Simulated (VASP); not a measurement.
# GaSb (F-43m) in VASP: further runs

Runs on GaSb. Level: PBE. Tasks: relaxation of cell and atoms.

Everything below comes from runs of VASP 6.6.1. Logs are shortened: lines on timing, memory, paths and dates and some standing lists are left out, and cuts for length are marked.

## 1. The structure

It takes space group F-43m (No. 216, cubic). Conventional cell: a = 6.118 Å, b = 6.118 Å, c = 6.118 Å, α = 90.00°, β = 90.00°, γ = 90.00°. Around Ga (site symmetry -43m) lie 4 Sb at 2.65 Å. Sb (site symmetry -43m) is surrounded by 4 Ga at 2.65 Å.

## 2. Relaxation of cell and atoms, PBE

Contents of INCAR:

```
SYSTEM = GaSb
PREC = Accurate
ENCUT = 520
EDIFF = 1E-7
ISMEAR = 0
SIGMA = 0.02
LREAL = .FALSE.
LASPH = .TRUE.
NELM = 60
ALGO = Fast
ISIF = 3
LWAVE = .FALSE.
LCHARG = .FALSE.
GGA = PE
IBRION = 2
NSW = 80
EDIFFG = -0.002
```

Contents of KPOINTS:

```
Automatic mesh
0
G
  6 6 6
  0 0 0
```

Contents of POSCAR:

```
GaSb
1.0
    0.0000000000      3.0590000000      3.0590000000
    3.0590000000      0.0000000000      3.0590000000
    3.0590000000      3.0590000000      0.0000000000
Ga Sb
1 1
Direct
    0.0000000000      0.0000000000      0.0000000000
    0.2500000000      0.2500000000      0.2500000000
```

Potentials or basis: VASP PAW PBE potentials, release 64 (Ga_d, Sb).

On the command line:

```bash
> cat potpaw_PBE.64/Ga_d/POTCAR potpaw_PBE.64/Sb/POTCAR > POTCAR
> mpirun -np 1 vasp_std > vasp.out
```

OUTCAR:

```text
SYSTEM = GaSb
   PREC = Accurate
   ENCUT = 520
   EDIFF = 1E-7
   ISMEAR = 0
   LREAL = .FALSE.
   LASPH = .TRUE.
   NELM = 60
   ISIF = 3
   GGA = PE
   IBRION = 2
   NSW = 80
   EDIFFG = -0.002

 ion  position               nearest neighbor table
   1  0.000  0.000  0.000-   2 2.65   2 2.65   2 2.65   2 2.65
   2  0.250  0.250  0.250-   1 2.65   1 2.65   1 2.65   1 2.65

  LATTYP: Found a face centered cubic cell.
 ALAT       =     6.1180000000

  Lattice vectors:

 A1 = (   0.0000000000,   3.0590000000,   3.0590000000)
 A2 = (   3.0590000000,   0.0000000000,   3.0590000000)
 A3 = (   3.0590000000,   3.0590000000,   0.0000000000)

Analysis of symmetry for initial positions (statically):
=====================================================================
 Subroutine PRICEL returns:
 Original cell was already a primitive cell.

 Routine SETGRP: Setting up the symmetry group for a
 face centered cubic supercell.

 Subroutine GETGRP returns: Found 24 space group operations
 (whereof 24 operations were pure point group operations)
 out of a pool of 48 trial point group operations.

The static configuration has the point symmetry T_d .

Analysis of symmetry for dynamics (positions and initial velocities):
=====================================================================
 Subroutine PRICEL returns:
 Original cell was already a primitive cell.

 Routine SETGRP: Setting up the symmetry group for a
 face centered cubic supercell.

 Subroutine GETGRP returns: Found 24 space group operations
 (whereof 24 operations were pure point group operations)
 out of a pool of 48 trial point group operations.

The dynamic configuration has the point symmetry T_d .

 Subroutine INISYM returns: Found 24 space group operations
 (whereof 24 operations are pure point group operations),
 and found     1 'primitive' translations

----------------------------------------------------------------------------------------

                                     Primitive cell

  volume of cell :      57.2491

  direct lattice vectors                    reciprocal lattice vectors
     0.000000000  3.059000000  3.059000000    -0.163452109  0.163452109  0.163452109
     3.059000000  0.000000000  3.059000000     0.163452109 -0.163452109  0.163452109
     3.059000000  3.059000000  0.000000000     0.163452109  0.163452109 -0.163452109

  length of vectors
     4.326079287  4.326079287  4.326079287     0.283107357  0.283107357  0.283107357

  position of ions in fractional coordinates (direct lattice)
     0.000000000  0.000000000  0.000000000
     0.250000000  0.250000000  0.250000000

  ion indices of the primitive-cell ions
   primitive index   ion index
                 1           1
[... 76 lines left out ...]
   NUPDOWN=      -1.0000    fix difference up-down
   EMIN   =  10.00;   EMAX   =-10.00  energy-range for DOS
   EFERMI =   0.00;   METHOD = LEGACY
   ISMEAR =     0;   SIGMA  =   0.02  broadening in eV -4-tet -1-fermi 0-gaus
   EFERMI_NEDOS =   21; number of points for ismear=-14 and -15
   IALGO  =     68    algorithm
   IMIX   =      4    mixing-type and parameters
     AMIX     =   0.40;   BMIX     =  1.00
     AMIX_MAG =   1.60;   BMIX_MAG =  1.00
  volume/ion in A,a.u.               =      28.62       193.17
  Fermi-wavevector in a.u.,A,eV,Ry     =   1.113208  2.103657 16.860766  1.239231
  Thomas-Fermi vector in A             =   2.249790
   LORBIT       =      0    0 simple, 1 ext, 2 COOP (PROOUT), +10 PAW based schemes
   GGA     = PE    functional components
   LHFCALC =     F    Hartree Fock is set to
   AEXX    =    0.0000 exact exchange contribution
   IVDW    =     0    specifies the selected vdW correction
   LEPSILON=     F    determine dielectric tensor
   LRPA    =     F    only Hartree local field effects (RPA)
 conjugate gradient relaxation of ions
 non-spin polarized calculation
 RMM-DIIS sequential band-by-band and
 Gauss-broadening in eV      SIGMA  =   0.02
  energy-cutoff  :      520.00
  volume of cell :       57.25
 maximum number of plane-waves:      1572
   NGX = 17   NGY = 17   NGZ = 17

--------------------------------------- Ionic step        1  -------------------------------------------

 number of electron      17.9999986 magnetization

 Free energy of the ion-electron system (eV)
  ---------------------------------------------------
  ext. energy  EPLUGINS =         0.00000000
  ---------------------------------------------------
  free energy    TOTEN  =        -7.32105904 eV

  energy without entropy =       -7.32097576  energy(sigma->0) =       -7.32101740

 E-fermi :   4.8997     XC(G=0):  -9.0836

 val. band max:        4.8780133690   @ k =   0.0000   0.0000   0.0000
 cond. band min:       4.9123347314   @ k =   0.0000   0.0000   0.0000
 fundamental gap:      0.0343213624
 Fermi energy:         4.8997423332

 k-point     1 :       0.0000    0.0000    0.0000
  band No.  band energies     occupation
      1     -10.1670      2.00000
      2     -10.1670      2.00000
      3     -10.1670      2.00000
      4     -10.1175      2.00000
      5     -10.1175      2.00000
      6      -6.5986      2.00000
      7       4.8780      1.87560
      8       4.8780      1.87558
      9       4.8780      1.87558
     10       4.9123      0.37324
     11       7.6489      0.00000
     12       7.6489      0.00000
     13       7.6489      0.00000
[... 339 lines left out ...]
  FREE ENERGIE OF THE ION-ELECTRON SYSTEM (eV)
  ---------------------------------------------------
  free  energy   TOTEN  =        -7.3430710086 eV

  energy  without entropy=       -7.3429281732  energy(sigma->0) =       -7.34299959

[... ionic steps 4 to 12 ...]

--------------------------------------- Ionic step       13  -------------------------------------------

 number of electron      18.0000016 magnetization

------------------------ aborting loop because EDIFF is reached ----------------------------------------
[... 67 lines left out ...]
--------------------------------------- Ionic step       15  -------------------------------------------

 number of electron      18.0000016 magnetization

 Free energy of the ion-electron system (eV)
  ---------------------------------------------------
  ext. energy  EPLUGINS =         0.00000000
  ---------------------------------------------------
  free energy    TOTEN  =        -7.34307478 eV

  energy without entropy =       -7.34293195  energy(sigma->0) =       -7.34300336

 E-fermi :   4.3879     XC(G=0):  -8.8671

 val. band max:        4.3818534459   @ k =   0.0000   0.0000   0.0000
 cond. band min:       4.6838485549   @ k =   0.5000   0.0000   0.0000
 fundamental gap:      0.3019951090
 Fermi energy:         4.3879445530

 k-point     1 :       0.0000    0.0000    0.0000
  band No.  band energies     occupation
      1     -10.5676      2.00000
      2     -10.5676      2.00000
      3     -10.5676      2.00000
      4     -10.5253      2.00000
      5     -10.5253      2.00000
      6      -6.7589      2.00000
      7       4.0694      2.00000
      8       4.3819      1.33336
      9       4.3819      1.33332
     10       4.3819      1.33332
     11       7.1656      0.00000
     12       7.1656      0.00000
     13       7.1656      0.00000
[... 267 lines left out ...]
  FREE ENERGIE OF THE ION-ELECTRON SYSTEM (eV)
  ---------------------------------------------------
  free  energy   TOTEN  =        -7.3430747820 eV

  energy  without entropy=       -7.3429319465  energy(sigma->0) =       -7.34300336

 reached required accuracy - stopping structural energy minimisation
```

OSZICAR:

```text
N       E                     dE             d eps       ncg     rms          rms(c)
DAV:   1     0.779125764237E+02    0.77913E+02   -0.88607E+03   424   0.168E+03
DAV:   2    -0.189019326656E+01   -0.79803E+02   -0.78187E+02   471   0.312E+02
DAV:   3    -0.728423465649E+01   -0.53940E+01   -0.53731E+01   506   0.725E+01
DAV:   4    -0.737526753561E+01   -0.91033E-01   -0.91006E-01   484   0.106E+01
[... 84 lines left out ...]
  14 F= -.73430746E+01 E0= -.73430032E+01  d E =-.167843E-06
       N       E                     dE             d eps       ncg     rms          rms(c)
DAV:   1    -0.734307501752E+01   -0.32194E-06   -0.22828E-06   526   0.274E-02    0.260E-03
RMM:   2    -0.734307484640E+01    0.17112E-06   -0.26563E-07   292   0.708E-03    0.123E-03
RMM:   3    -0.734307478198E+01    0.64421E-07   -0.63347E-08   214   0.326E-03
  15 F= -.73430748E+01 E0= -.73430034E+01  d E =-.300538E-06
```

CONTCAR:

```text
GaSb
   1.00000000000000
     0.0000000000000000    3.1102769566945447    3.1102769566945447
     3.1102769566945447    0.0000000000000000    3.1102769566945447
     3.1102769566945447    3.1102769566945447    0.0000000000000000
  Ga              Sb
     1     1
Direct
     0.0000000000000000    0.0000000000000000    0.0000000000000000
     0.2500000000000000    0.2500000000000000    0.2500000000000000

  0.00000000E+00  0.00000000E+00  0.00000000E+00
  0.00000000E+00  0.00000000E+00  0.00000000E+00
```

It took 48 s on 1 thread of Intel Xeon Platinum 8488C (Sapphire Rapids), shared host; peak memory 0.18 GiB.

Results:

| Item | Value |
| --- | --- |
| Free energy | -7.3431 eV |
| Relaxed volume | 30.09 Å³/atom |
| Relaxed cell | a = 4.399 Å, b = 4.399 Å, c = 4.399 Å, α = 60.00°, β = 60.00°, γ = 60.00° |
| Space group after relaxing (to 0.05 Å) | F-43m (No. 216) |
| Energy gained by relaxing | 11.0 meV/atom |
| Ionic steps | 15 |
| Pressure after relaxing | 0.0 GPa |
| Band gap on the k mesh | none (metal or under the smearing width) |

The path:
```csv
step,energy change (eV),largest force (eV/Å),pressure (GPa),volume (Å³)
1,0.0000,0.0000,2.37,57.25
2,-0.0211,0.0000,-0.45,60.82
3,-0.0220,0.0000,-0.04,60.23
4,-0.0220,0.0000,0.02,60.17
5,-0.0220,0.0000,0.02,60.17
6,-0.0220,0.0000,0.02,60.17
7,-0.0220,0.0000,0.01,60.17
8,-0.0220,0.0000,0.02,60.17
9,-0.0220,0.0000,0.02,60.17
10,-0.0220,0.0000,0.02,60.17
11,-0.0220,0.0000,0.02,60.17
12,-0.0220,0.0000,0.02,60.17
13,-0.0220,0.0000,0.02,60.17
14,-0.0220,0.0000,0.02,60.17
15,-0.0220,0.0000,0.00,60.18
```

Final structure:
```
Ga Sb
1.0
     0.00000    3.11028    3.11028
     3.11028    0.00000    3.11028
     3.11028    3.11028    0.00000
Ga Sb
1 1
Direct
  0.00000 0.00000 0.00000
  0.25000 0.25000 0.25000
```

Caveat: this crystal is a semiconductor, whose small gap the functional closes, so the metal is an error of the method. Spin-orbit coupling is left out, which matters for the levels of Sb.

## 3. Relaxation of cell and atoms, PBE

This run uses another cell than the first one, of 30.09 Å³/atom, 1.051 times its volume.

INCAR is that of step 2.

KPOINTS is that of step 2.

Contents of POSCAR:

```
GaSb                                    
1.0
    0.0000000000      3.1102769567      3.1102769567
    3.1102769567      0.0000000000      3.1102769567
    3.1102769567      3.1102769567      0.0000000000
  Ga              Sb            
     1     1
Direct
     0.0000000000000000    0.0000000000000000    0.0000000000000000
     0.2500000000000000    0.2500000000000000    0.2500000000000000
```

Potentials or basis: VASP PAW PBE potentials, release 64 (Ga_d, Sb).

On the command line:

```bash
> cat potpaw_PBE.64/Ga_d/POTCAR potpaw_PBE.64/Sb/POTCAR > POTCAR
> mpirun -np 1 vasp_std > vasp.out
```

OUTCAR:

```text
SYSTEM = GaSb
   PREC = Accurate
   ENCUT = 520
   EDIFF = 1E-7
   ISMEAR = 0
   LREAL = .FALSE.
   LASPH = .TRUE.
   NELM = 60
   ISIF = 3
   GGA = PE
   IBRION = 2
   NSW = 80
   EDIFFG = -0.002

 ion  position               nearest neighbor table
   1  0.000  0.000  0.000-   2 2.69   2 2.69   2 2.69   2 2.69
   2  0.250  0.250  0.250-   1 2.69   1 2.69   1 2.69   1 2.69

  LATTYP: Found a face centered cubic cell.
 ALAT       =     6.2205539134

  Lattice vectors:

 A1 = (   0.0000000000,   3.1102769567,   3.1102769567)
 A2 = (   3.1102769567,   0.0000000000,   3.1102769567)
 A3 = (   3.1102769567,   3.1102769567,   0.0000000000)

Analysis of symmetry for initial positions (statically):
=====================================================================
 Subroutine PRICEL returns:
 Original cell was already a primitive cell.

 Routine SETGRP: Setting up the symmetry group for a
 face centered cubic supercell.

 Subroutine GETGRP returns: Found 24 space group operations
[... 171 lines left out ...]
      3     -10.5674      2.00000
      4     -10.5250      2.00000
      5     -10.5250      2.00000
      6      -6.7589      2.00000
      7       4.0694      2.00000
      8       4.3819      1.33337
      9       4.3819      1.33331
     10       4.3819      1.33331
     11       7.1656      0.00000
     12       7.1656      0.00000
     13       7.1656      0.00000
[... 226 lines left out ...]
  band No.  band energies     occupation
      1     -10.6003      2.00000
      2     -10.5518      2.00000
      3     -10.5479      2.00000
      4     -10.5313      2.00000
      5     -10.5234      2.00000
      6      -4.4724      2.00000
      7      -2.1273      2.00000
      8       1.4099      2.00000
      9       1.5786      2.00000
     10       6.8877      0.00000
     11       7.2188      0.00000
     12      10.3011      0.00000
     13      10.3451      0.00000

------------------------ aborting loop because EDIFF is reached ----------------------------------------

  FORCE on cell =-STRESS in cart. coord.  units (eV):
  Direction    XX          YY          ZZ          XY          YZ          ZX
  --------------------------------------------------------------------------------------
  -------------------------------------------------------------------------------------
  Total        0.0014839      0.0014839      0.0014839      0.0000000      0.0000000     -0.0000000
  in kB        0.0395082      0.0395082      0.0395082      0.0000000      0.0000000     -0.0000000
  external PRESSURE =       0.0395082 kB  Pullay stress =       0.0000000 kB

 VOLUME and BASIS-vectors are now :
 -----------------------------------------------------------------------------
  energy-cutoff  :      520.00
  volume of cell :       60.18
      direct lattice vectors                 reciprocal lattice vectors
     0.000000000  3.110276957  3.110276957    -0.160757388  0.160757388  0.160757388
     3.110276957  0.000000000  3.110276957     0.160757388 -0.160757388  0.160757388
     3.110276957  3.110276957  0.000000000     0.160757388  0.160757388 -0.160757388

 POSITION                                       TOTAL-FORCE (eV/Angst)
 -----------------------------------------------------------------------------------
      0.00000      0.00000      0.00000        -0.000000     -0.000000      0.000000
      1.55514      1.55514      1.55514         0.000000      0.000000     -0.000000
 -----------------------------------------------------------------------------------
    total drift:                                0.000001      0.000001      0.000001

  FREE ENERGIE OF THE ION-ELECTRON SYSTEM (eV)
  ---------------------------------------------------
  free  energy   TOTEN  =        -7.3431200532 eV

  energy  without entropy=       -7.3429772177  energy(sigma->0) =       -7.34304864

 reached required accuracy - stopping structural energy minimisation
```

Run time: 14 s. Hardware: 1 thread of Intel Xeon Platinum 8488C (Sapphire Rapids), shared host; peak memory 0.2 GiB.

What came out:

```
Free energy             : -7.3431 eV
Pressure after relaxing : 0.0 GPa
Band gap on the k mesh  : none (metal or under the smearing width)
```

Final structure:
```
CELL_PARAMETERS angstrom
0.00000 3.11028 3.11028
3.11028 0.00000 3.11028
3.11028 3.11028 0.00000
ATOMIC_POSITIONS crystal
Ga 0.00000 0.00000 0.00000
Sb 0.25000 0.25000 0.25000
```

Caveat: the relaxation stopped at its first step, so nothing moved; this crystal is a semiconductor, whose small gap the functional closes, so the metal is an error of the method. Spin-orbit coupling is left out, which matters for the levels of Sb.
